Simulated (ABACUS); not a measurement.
# La in ABACUS: the effect of target pressure

The system is La.

```
CELL_PARAMETERS angstrom
-2.12383 2.12383 2.12383
2.12383 -2.12383 2.12383
2.12383 2.12383 -2.12383
ATOMIC_POSITIONS crystal
La 0.00000 0.00000 0.00000
```

This isn't the form of La at room conditions, which is double hcp.

Alike in all runs:

```yaml
Program: ABACUS 3.10.1
Task: relaxation of cell and atoms
Functional: PBE
Potentials_or_basis: PseudoDojo NC SR 0.4.1 PBE standard
Cutoff: 1510 eV
Density_cutoff: 6041 eV
Basis: plane waves
k_mesh: 6 × 6 × 6
Occupations: fermi-dirac, width 0.05 eV
Spin: no spin polarisation
```

Each run relaxes the cell or the atoms first.

```csv
target pressure,relaxed volume (Å³/atom)
0 GPa,38.93
5 GPa,32.56
10 GPa,?
20 GPa,24.09
30 GPa,22.00
```

What does the run with target pressure 10 GPa give?

Relaxed volume 28.77 Å³/atom.

Worked out: A parabola through the other rows of the relaxed volume, of slope -0.742 Å³/atom per GPa there, gives 29.07 Å³/atom, against the run's 28.77.

Caveats: the volume moved by over 15 % at a fixed basis, so the end points are rough (some runs).
